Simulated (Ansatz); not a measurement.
# Random alloy of the monolayer 2H MoS2-MoSe2 line, x = 0.62 (75 atoms): support functions against a reference, part 3 of 4

Aim: test how closely localised support functions follow the reference on random alloy of the monolayer 2H MoS2-MoSe2 line, x = 0.62 (75 atoms), and at what cost. A setting counts as converged where the r.m.s. difference of forces stays under 1 % of the r.m.s. force.

Ansatz 0.2.0; Kohn-Sham DFT, PBE, PAW (set soft_2, large core), plane waves.

The cell: 25 Mo, 19 S and 31 Se. The host structure and its lattice constant were typed by rule, without a check against the phase diagram. Beside vacuum, support functions can miss their usual error bounds without a warning. The Brillouin zone is sampled at Γ only, in a cell whose shortest periodic width is 14 Å.

So far. Step 11 (Support functions medium, spacing 0.183 Å): Forces differ from the reference by 0.50 meV/Å r.m.s., 0.068 % of their size, well within a tolerance of 1 %; the energy by -0.78 meV/atom. It took 5.1 min and 16 cycles; the reference's time can't be set against it, since the two runs asked for unlike analyses.

## (12) A run with a doubtful setting

Level of this step: Kohn-Sham DFT, PBE, PAW (set soft_2, large core), localised support functions (medium) (Ansatz).

The input is spoilt on purpose; the run shows how that looks.

input.yaml reads:

```yaml
crystal:
  lattice:
    - [16.3375, 0.0, 0.0]
    - [-8.16875, 14.14869, 0.0]
    - [0.0, 0.0, 18.5]
  atoms:
    [... the 75 atom lines of step 2 ...]
kpoints:
  mp_grid: { grid: [1, 1, 1] }
hamiltonian:
  xc: pbe
  pseudopotentials: { kind: paw, core: large }
scf:
  occupations: { method: fixed }
  eigensolver: { kind: { support_functions: { accuracy: medium, spacing: 0.45 } } }
  mixing: { beta: 0.4 }
  max_iter: 50
output:
  forces: true
```

On the command line:

```bash
> ansatz run input.yaml --threads 4 --pin off --max-ram 15872MiB --backend cpu --events-out ev --progress --plain --runs-dir out
```

Numbers of over 12 decimals in the logs are rounded to 6 here.

What it wrote:

```text
[...]
Crystal: 75 atoms, lattice volume = 4276.353 Å³
Basis set: ecut = 420 eV, 83725 PW (Γ), exchange–correlation on 240×240×250 points (8 copies of the dense FFT grid, shifted against one another)
Bands: 390, of which v1, the nominal top of the filled ones, is band 325 counted from 1 (324 counted from 0)
Symmetry: 1 space group operations
k-points: 1
[...]
SCF iter   1: F=—  HF=-220992.485049 eV  |F-HF|=—  |Δ(HF+E_count)|=         —  Δρ=4.45e-2  dr2=1.50e2  ethr=1.00e-1
[...]
SCF iter  16: F=-221019.766401 eV  HF=-221019.766400 eV  |F-HF|=7.14e-7  |Δ(HF+E_count)|=   1.89e-6  Δρ=4.97e-6  dr2=1.03e-6  ethr=5.81e-10
SCF 1 converged in 16 iterations: F = -221019.784897 eV  dr2 = 1.03e-6
[...]
SCF converged after 16 iterations
[...]
Free energy (F): -221019.784897 eV
[...]
Internal energy: -221019.784897 eV  (E = F + TS)
E sigma→0 (E₀):  -221019.784897 eV
Fermi energy:    -0.358723 eV
[...]
--- Forces (eV/Å), atoms counted from 1 ---
  atom   1  Mo    -0.45193138     1.76805805    -0.22408142
  atom   2  S      0.13232598    -0.06744244    -0.59442883
  atom   3  S     -0.19231568     0.19441706     1.30243154
  atom   4  Mo     0.32472998    -1.16026661     0.94064664
  atom   5  Se    -0.12506499     0.19046800     0.12618788
  atom   6  S      0.16439253     0.10953922     1.38037994
  atom   7  Mo     0.60528397    -0.14671438     0.75318275
  atom   8  Se    -0.21997794    -0.06222089     0.32731720
  atom   9  S     -0.14107043     0.25329920     1.24414589
  atom  10  Mo    -0.39635170    -0.28249636     0.48104371
  atom  11  Se     0.07185404     0.05927462     0.95870069
  atom  12  Se     0.07281559     0.05073604    -0.55112601
  atom  13  Mo     0.38046323    -0.97482018    -0.12703317
  atom  14  Se    -0.21635521     0.03727731     1.37456255
[...]
atom  74  Se    -0.04011785    -0.05964154     0.88544139
  atom  75  Se    -0.29900059    -0.05305123    -0.23133597
  max |Σ_I F_I| component: 6.08e-1 eV/Å
--- Band table (eV) ---
[...]
guard bands above this table: 56 of the run's 390 bands (output.publish_guard_bands: true publishes all)
[...]
```

It took 94 s on 4 threads of Arm Neoverse V2, shared host; peak memory 3.6 GiB.

The SCF closed, but on a changed input, so its numbers are not taken as the system's.

The fault in the input: a grid far too coarse (support_functions.accuracy = "medium", support_functions.spacing = 0.45 and scf.mixing.beta = 0.4). The fix is to leave the spacing at the level's default.

How far it lies from the reference, the plane-wave single point:

| Item | Value |
| --- | --- |
| r.m.s. difference of force components | 103.4 meV/Å |
| longest difference of force vectors | 289.6 meV/Å |
| force difference over r.m.s. force | 14.1 % |
| energy difference | -19.5 meV/atom |
| gap difference | 0.001 eV |

## (13) Other settings

Changed here: hamiltonian.hubbard.double_counting = "fll" and hamiltonian.hubbard.sites = [{"species": "Mo", "l": "d", "u_eff": 2.0}].

This step: Kohn-Sham DFT, PBE+U, PAW (set soft_2, large core), plane waves (Ansatz 0.2.0).

input.yaml, the sections that differ from step 12:

```yaml
hamiltonian:
  xc: pbe
  pseudopotentials: { kind: paw, core: large }
  hubbard: { sites: [{ species: Mo, l: d, u_eff: 2.0 }], double_counting: fll }
scf:
  occupations: { method: fixed }
output:
  forces: true
  populations: true
  dos:
    method: { smearing: { sigma: 0.1 } }
    de: 0.1
    projected: { site_lists: { Mo: [Mo], S: [S], Se: [Se] } }
  eigenvalues: true
# crystal, kpoints: as in step 12
```

What it wrote:

```text
Mo: projections on atomic orbitals take those of the free atom [Ar 3d10] 4s2 4p6 4d5 5s1, of charge +0.00 (hamiltonian.pseudopotentials.projection_atoms); the dataset's partial waves leave at most 6.0e-6 of an orbital's norm unspanned inside its sphere
S: projections on atomic orbitals take those of the free atom [Ne] 3s2 3p4, of charge +0.00 (hamiltonian.pseudopotentials.projection_atoms); the dataset's partial waves leave at most 1.6e-7 of an orbital's norm unspanned inside its sphere
Se: projections on atomic orbitals take those of the free atom [Ar 3d10] 4s2 4p4, of charge +0.00 (hamiltonian.pseudopotentials.projection_atoms); the dataset's partial waves leave at most 1.8e-6 of an orbital's norm unspanned inside its sphere
[...]
Crystal: 75 atoms, lattice volume = 4276.353 Å³
Basis set: ecut = 420 eV, 83725 PW (Γ), exchange–correlation on 240×240×250 points (8 copies of the dense FFT grid, shifted against one another)
Bands: 400, of which v1, the nominal top of the filled ones, is band 325 counted from 1 (324 counted from 0)
Symmetry: 1 space group operations
[...]
k-points: 1
[...]
SCF iter   1: F=—  HF=-220986.343610 eV  |F-HF|=—  |Δ(HF+E_count)|=         —  Δρ=4.57e-2  dr2=1.38e2  ethr=3.10e-3  ⟨swp⟩=5.0  Hψ=1667  notcnv=0  defer=64
[...]
SCF iter  17: F=—  HF=-220956.354154 eV  |F-HF|=—  |Δ(HF+E_count)|=   6.34e-9  Δρ=1.39e-6  dr2=1.65e-7  ethr=5.50e-11  ⟨swp⟩=3.0  Hψ=675  notcnv=0  defer=61
SCF iter  18: F=-220956.354154 eV  HF=-220956.354154 eV  |F-HF|=2.56e-8  |Δ(HF+E_count)|=   4.10e-9  Δρ=8.07e-7  dr2=4.55e-8  ethr=1.54e-11  ⟨swp⟩=17.0  Hψ=2180  notcnv=0
SCF 1 converged in 18 iterations: F = -220956.354154 eV  dr2 = 4.55e-8
[...]
SCF converged after 18 iterations
Free energy (F): -220956.354154 eV
[...]
Internal energy: -220956.354154 eV  (E = F + TS)
E sigma→0 (E₀):  -220956.354154 eV
Fermi energy:    -0.421927 eV
[...]
Σ components = -220956.354154   (vs F -220956.354154, Δ=0.00e0)
--- Forces (eV/Å), atoms counted from 1 ---
  atom   1  Mo    -0.50818978     1.77468839    -0.26850246
  atom   2  S      0.13649338    -0.06302255    -0.63351978
  atom   3  S     -0.20026017     0.19866409     1.35477708
  atom   4  Mo     0.27633730    -1.09685848     0.83316027
[...]
atom  75  Se    -0.28936537    -0.06727151    -0.49730316
  max |Σ_I F_I| component: 4.59e-5 eV/Å
--- Band table (eV) ---
[...]
Occupation matrices written to <dir>
--- Löwdin populations: 75 sites ---
  site symbol       q [e]
     0     Mo     13.6381
     1      S      6.1155
     2      S      6.1461
[...]
74     Se      6.0278
  spilling = 0.007312 (of n_electrons = 650.000000)
```

Elapsed: 1.8 min, on 4 threads; peak memory 5.2 GiB.

Forces differ from the reference by 12 meV/Å r.m.s., 1.6 % of their size; the gap by +0.011 eV.

## (14) Cost against change

Each row is set against the plane-wave reference (Kohn-Sham DFT, PBE, PAW (set soft_2, large core), plane waves; r.m.s. force component 0.734 eV/Å). Energies are set beside the reference only for runs with its functional, potentials and electron count. Times are for 4 threads of Arm Neoverse V2, shared host. The reference's time includes the DOS, ELF and grids, which some other runs skip.

| run | Δ force, r.m.s. (meV/Å) | share of r.m.s. force (%) | Δ energy (meV/atom) | Δ gap (eV) | cycles | time | host memory (GiB) |
| --- | --- | --- | --- | --- | --- | --- | --- |
| reference | - | - | - | - | 17 | 1.7 min | 4.9 |
| support functions medium | 0.42 | 0.0573 | -0.646 | -1.0e-4 | 16 | 3.6 min | 6.0 |
| support functions low | 0.521 | 0.071 | -0.645 | -1.0e-4 | 14 | 3.2 min | 5.9 |
| support functions high | 0.614 | 0.0837 | -0.794 | 0 | 21 | 13 min | 12 |
| support functions medium, spacing 0.411 Å | 97.7 | 13.3 | -34.5 | -0.0034 | 16 | 1.8 min | 3.7 |
| support functions medium, spacing 0.343 Å | 25.7 | 3.50 | 14.1 | 0.0041 | 16 | 1.7 min | 3.8 |
| support functions medium, spacing 0.297 Å | 1.26 | 0.172 | -0.808 | 4.0e-4 | 16 | 2.4 min | 4.9 |
| support functions medium, spacing 0.263 Å | 0.557 | 0.0759 | -1.17 | -1.0e-4 | 16 | 3.3 min | 5.7 |
| support functions medium, spacing 0.206 Å | 0.465 | 0.0634 | -0.765 | 0 | 16 | 4.7 min | 7.4 |
| support functions medium, spacing 0.183 Å | 0.498 | 0.0678 | -0.782 | 0 | 16 | 5.1 min | 8.1 |
| hamiltonian.hubbard.double_counting = "fll" and hamiltonian.hubbard.sites = [{"species": "Mo", "l": "d", "u_eff": 2.0}] | 11.6 | 1.59 | - | 0.0107 | 18 | 1.8 min | 5.2 |

## (15) The reference in detail

The comparisons rest on this run, so its electronic structure is set out here.

Length of the force by element:

| element | coordination | atoms | mean length of the force (eV/Å) | spread | least | most |
| --- | --- | --- | --- | --- | --- | --- |
| Mo | all | 25 | 1.39 | 0.565 | 0.192 | 2.19 |
| S | all | 19 | 1.33 | 0.254 | 0.647 | 1.90 |
| Se | all | 31 | 0.932 | 0.318 | 0.346 | 1.62 |

Löwdin charges by element (they lack the spilled electrons, 0.064 e an atom on average):

| element | coordination | atoms | mean charge (e) | spread | least | most |
| --- | --- | --- | --- | --- | --- | --- |
| Mo | all | 25 | 0.332 | 0.0248 | 0.283 | 0.375 |
| S | all | 19 | -0.145 | 0.012 | -0.160 | -0.116 |
| Se | all | 31 | -0.0238 | 0.0122 | -0.0515 | -0.0026 |

Charge against the make-up of the first shell:

| Se neighbours of Mo | atoms | mean charge (e) |
| --- | --- | --- |
| 2 | 4 | 0.367 |
| 3 | 8 | 0.347 |
| 4 | 6 | 0.324 |
| 5 | 5 | 0.306 |
| 6 | 2 | 0.285 |

States in the cell by windows of 0.5 eV, zero at the Fermi level; the larger projections on atomic orbitals stand beside the total:

| from (eV) | to (eV) | total | Mo d | Se p | S p |
| --- | --- | --- | --- | --- | --- |
| -10 | -6 | 0.0 | 0.0 | 0.0 | 0.0 |
| -6 | -5.5 | 0.1 | 0.0 | 0.0 | 0.0 |
| -5.5 | -5 | 21.3 | 4.7 | 10.3 | 4.0 |
| -5 | -4.5 | 40.7 | 13.0 | 15.8 | 9.4 |
| -4.5 | -4 | 12.6 | 2.4 | 5.7 | 3.8 |
| -4 | -3.5 | 44.5 | 12.4 | 16.5 | 11.0 |
| -3.5 | -3 | 26.6 | 9.1 | 8.6 | 6.2 |
| -3 | -2.5 | 45.0 | 13.7 | 17.4 | 12.5 |
| -2.5 | -2 | 14.9 | 5.8 | 4.7 | 3.8 |
| -2 | -1.5 | 53.8 | 18.4 | 20.0 | 13.4 |
| -1.5 | -1 | 22.7 | 3.6 | 10.9 | 7.3 |
| -1 | -0.5 | 41.0 | 18.1 | 13.7 | 7.3 |
| -0.5 | 0 | 25.3 | 17.8 | 4.3 | 2.2 |
| 0 | 0.5 | 1.6 | 1.1 | 0.3 | 0.1 |
| 0.5 | 1.5 | 0.0 | 0.0 | 0.0 | 0.0 |
| 1.5 | 2 | 25.0 | 16.8 | 3.5 | 3.4 |
| 2 | 2.5 | 52.1 | 34.3 | 8.6 | 6.4 |
| 2.5 | 3 | 43.7 | 24.2 | 10.2 | 5.9 |

With fixed occupations the program's Fermi level is the highest filled level; weight inside the gap is the broadening of levels at its edges.

Between -26 and -10 eV lie 100 more states.

The stored curve holds about 450 of the 650 electrons; the rest, give or take the few that broadening carries across the Fermi level, lie in deeper levels below its range.

The levels nearest the highest filled one (over half full), pooled over k-points and spins:

| level less the highest filled one (eV) | occupation |
| --- | --- |
| -0.07 | 2 |
| -0.0616 | 2 |
| -0.0422 | 2 |
| -0.0251 | 2 |
| -0.0141 | 2 |
| 0 | 2 |
| 1.85 | 0 |
| 1.87 | 0 |
| 1.88 | 0 |
| 1.90 | 0 |
| 1.90 | 0 |
| 1.93 | 0 |

Planar average of the electrostatic potential energy along the normal, with the Fermi level as zero, after a running mean with a triangular window 4 Å wide at its base:

| height (Å) | potential energy (eV) |
| --- | --- |
| 0.0 | 5.69 |
| 0.6 | 5.69 |
| 1.0 | 5.69 |
| 1.6 | 5.69 |
| 2.1 | 5.68 |
| 2.7 | 5.68 |
| 3.1 | 5.68 |
| 3.7 | 5.67 |
| 4.1 | 5.65 |
| 4.7 | 5.56 |
| 5.2 | 5.23 |
| 5.8 | 3.79 |
| 6.4 | 1.08 |
| 6.8 | -1.50 |
| 7.4 | -5.42 |
| 7.8 | -7.88 |
| 8.4 | -9.86 |
| 8.9 | -10.80 |
| 9.5 | -10.89 |
| 9.9 | -9.98 |
| 10.5 | -8.12 |
| 11.0 | -5.91 |
| 11.5 | -2.11 |
| 12.0 | 0.54 |
| 12.6 | 3.37 |
| 13.2 | 5.08 |
| 13.6 | 5.55 |
| 14.2 | 5.69 |
| 14.7 | 5.71 |
| 15.2 | 5.71 |
| 15.7 | 5.71 |
| 16.3 | 5.71 |
| 16.7 | 5.70 |
| 17.3 | 5.70 |
| 17.8 | 5.70 |
| 18.4 | 5.70 |

ELF in the ca plane at fractional y = 0.065, with atoms of S and Se within 0.2 Å of it. It is the smooth field of the valence electrons, not physical close to the nuclei.

Ten even steps from '0' (0.00) to '9' (0.93), each cell a mean:
```
00000000000002589878621487798741000000000000
00000000000014799615732572299862000000000000
00000000000002578878621478888631000000000000
00000000000000012333123223321000000000000000
00000000000000134555323245554210000000000000
00000000000014799646732575489852000000000000
00000000000025899303732561079973100000000000
00000000000002478877522477787631000000000000
00000000000000001233133123321000000000000000
00000000000001246676322257765310000000000000
00000000000025799526732573389863100000000000
00000000000025899315732572179963100000000000
00000000000001357777422367776420000000000000
00000000000000001232133212210000000000000000
00000000000001367777422367776420000000000000
00000000000025899314732574499862000000000000
00000000000024799526732576599852000000000000
00000000000001245666322246654210000000000000
00000000000000001232123213210000000000000000
00000000000001478888522378887520000000000000
00000000000014799615732672399852000000000000
00000000000002589878622586799741000000000000
00000000000000023454222235542100000000000000
00000000000000012343223224432100000000000000
```
Columns run along c (18.5 Å), rows up along a (16.3 Å). Atoms in or near the plane, at fractional coordinates: S at (0.59, 0.13), S at (0.41, 0.13), S at (0.59, 0.33), Se at (0.41, 0.33), Se at (0.59, 0.53), Se at (0.41, 0.53), Se at (0.59, 0.73), Se at (0.41, 0.73), S at (0.59, 0.93), S at (0.41, 0.93).

(Continued in part 4 of 4.)

[Logs are printed without paths, hosts, clocks, repeated set-up lines and the standing remarks that a program may print on its own settings, such as how far it seeks lower states.]

[Hosts, paths, dates, database ids (printed as entryN), source tags and the programs' standing remarks are cut or masked in the printed files.]
